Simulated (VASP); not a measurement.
ZnS (Wurtzite-2H):

```
Zn S
1.0
     3.81100    0.00000    0.00000
    -1.90550    3.30042    0.00000
     0.00000    0.00000    6.23400
Zn S
2 2
Direct
  0.66667 0.33333 0.50000
  0.33333 0.66667 0.00000
  0.66667 0.33333 0.88500
  0.33333 0.66667 0.38500
```

Program: VASP 6.6.1. Alike in all runs: task band structure; no spin polarisation; cell as given; k mesh 8 × 8 × 5; cutoff (eV) 520; smearing fermi-dirac 0.05 eV.

Problem. Order these runs on this cell by their band gap on the k mesh, lowest first.
A. level revTPSS; potentials or basis VASP PAW PBE potentials, release 64 (Zn, S)
B. level LDA; potentials or basis VASP PAW LDA potentials, release 64 (Zn, S)
C. level LAK; potentials or basis VASP PAW PBE potentials, release 64 (Zn, S)

Solution. B (2.02 eV), A (2.41 eV), C (3.32 eV).

Runs at the PBE level aren't shown here.
